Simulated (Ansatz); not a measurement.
# Si under changes of volume

One of the cells (13.979 Å³/atom); the others are scaled copies at fixed shape and fractional positions:

```
CELL_PARAMETERS angstrom
-1.62691 1.62691 1.32033
1.62691 -1.62691 1.32033
1.62691 1.62691 -1.32033
ATOMIC_POSITIONS crystal
Si 0.00000 0.00000 0.00000
```

This isn't the form of Si at room conditions, which is diamond.

* Program: Ansatz 0.2.0
* Functional: PBEsol
* Potentials or basis: Ansatz PAW
* Cutoff: 420 eV (not typed: the program's choice for these potentials)
* k mesh: 13 × 13 × 13
* Occupations: fermi-dirac, width 0.05 eV
* Spin: no spin polarisation

| volume (Å³/atom) | energy over the lowest point (meV/atom) | pressure (GPa) |
| --- | --- | --- |
| 13.140 | 22.82 | 8.2 |
| 13.420 | 10.97 | 5.5 |
| 13.699 | 3.49 | 3.1 |
| 13.979 | 0.00 | 0.9 |
| 14.258 | 0.17 | -1.0 |
| 14.538 | ? | ? |
| 14.818 | 9.53 | -4.2 |

Task: What does the run at 14.538 Å³/atom give?

Result: Energy over the lowest point 3.53 meV/atom; pressure -2.7 GPa.

Worked out: A Birch-Murnaghan fit of order 3 (a polynomial in V^(-2/3)) to the other rows has its minimum at 14.11 Å³/atom with B0 = V·E''(V) = 97 GPa and B' = 4.6 at fixed shape and positions, which overstates the stiffness. It gives 3.41 meV/atom at 14.538 Å³/atom, against the run's 3.53, and -dE/dV = -2.7 GPa, against -2.7.

Energies are extrapolated to zero smearing.

Caveats: the PAW data sets come from PBE, with cores solved anew for the run's functional, which leaves a small shift of forces and pressure.
